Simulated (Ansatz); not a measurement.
## RbBr (rocksalt) under strain

RbBr (rocksalt), relaxed with r2SCAN in the PAW code Ansatz. Space group Fm-3m (No. 225), cubic; conventional cell a = 6.922 Å, 41.45 Å³ an atom. Around Rb lie 6 Br at 3.46 Å; around Br lie 6 Rb at 3.46 Å.

The axes x, y and z are those of this cell:
```
Rb Br
1.0
     0.00000    3.46083    3.46083
     3.46083    0.00000    3.46083
     3.46083    3.46083    0.00000
Rb Br
1 1
Direct
  0.00000 0.00000 0.00000
  0.50000 0.50000 0.50000
```

Unstrained: The PBE gap is direct at Γ: 4.291 eV. r2SCAN gives a direct gap of 4.893 eV at Γ. HSE06 gives a direct gap of 5.443 eV at Γ. Meshes: PBE 6×6×6, r2SCAN 6×6×6, HSE06 4×4×4. Strains are changes of length per length. After each strain the atoms were relaxed again with r2SCAN within the symmetry that the strain leaves, so tilts or polar shifts that break it weren't tested; points keep the names that they have in the unstrained zone. No spin polarisation and no zero-point or thermal motion.

Changes of the least gap in eV (an overlap counts as a negative gap):
```csv
strain,volume change (%),space group,PBE,r2SCAN,HSE06,G0W0@PBE (mesh),"energy rise, r2SCAN (meV/atom)"
"epitaxial +1.0 % in the xy plane, free normal strain -0.17 %",+1.8,I4/mmm,-0.052,-0.054,-0.055,-0.04,0.8
"epitaxial +4.0 % in the xy plane, free normal strain -0.82 %",+7.3,I4/mmm,-0.193,-0.202,-0.207,-0.16,12.5
uniaxial +1.5 % along [111],+1.5,R-3m,-0.046,-0.047,-0.049,-0.04,0.5
uniaxial +2.5 % along z,+2.5,I4/mmm,-0.068,-0.071,-0.073,-0.06,2.3
isotropic -4.0 % on every length,-11.5,Fm-3m,+0.324,+0.341,+0.354,+0.26,31.9
```
Unstrained, G0W0@PBE with 345 empty bands, a screening cutoff of 150 eV and a 4×4×4 mesh gives 6.81 eV on its mesh; the band count follows the volume. The G0W0 figures hold for the stated bands, cutoff and mesh and aren't extrapolated.

Epitaxial +1.0 % in the xy plane, free normal strain -0.17 %. HSE06: the gap goes from 5.443 to 5.388 eV (-0.055 eV); with r2SCAN the top three valence levels at Γ, degenerate before, become 1+2 from the top over 11 meV. Stress change with r2SCAN, compression positive: xx -0.35, yy -0.35, zz -0.02 GPa.

Epitaxial +4.0 % in the xy plane, free normal strain -0.82 %. HSE06: the gap goes from 5.443 to 5.236 eV (-0.207 eV); with r2SCAN the top three valence levels at Γ, degenerate before, become 1+2 from the top over 37 meV. Stress change with r2SCAN, compression positive: xx -1.11, yy -1.11, zz -0.02 GPa.

Uniaxial +1.5 % along [111], other directions held. HSE06: the gap goes from 5.443 to 5.394 eV (-0.049 eV); with r2SCAN the top three valence levels at Γ, degenerate before, become 2+1 from the top over 24 meV. Stress change with r2SCAN, compression positive: xx -0.20, yy -0.20, zz -0.20, xy -0.04, xz -0.04, yz -0.04 GPa.

Uniaxial +2.5 % along z, other directions held. HSE06: the gap goes from 5.443 to 5.370 eV (-0.073 eV); with r2SCAN the top three valence levels at Γ, degenerate before, become 2+1 from the top over 22 meV. Stress change with r2SCAN, compression positive: xx -0.09, yy -0.09, zz -0.72 GPa.

Isotropic -4.0 % on every length. HSE06: the gap goes from 5.443 to 5.797 eV (+0.354 eV). Stress change with r2SCAN, compression positive: xx +2.36, yy +2.36, zz +2.36 GPa. For HSE06, dE_g/d ln V = -2.9 eV over this step.

The runs are scalar-relativistic, without spin-orbit coupling.

The meshes of the hybrids are coarse, so their gaps aren't converged to the digits shown.

The splittings at Γ are without spin-orbit coupling, which regroups them where it is of like size or larger.
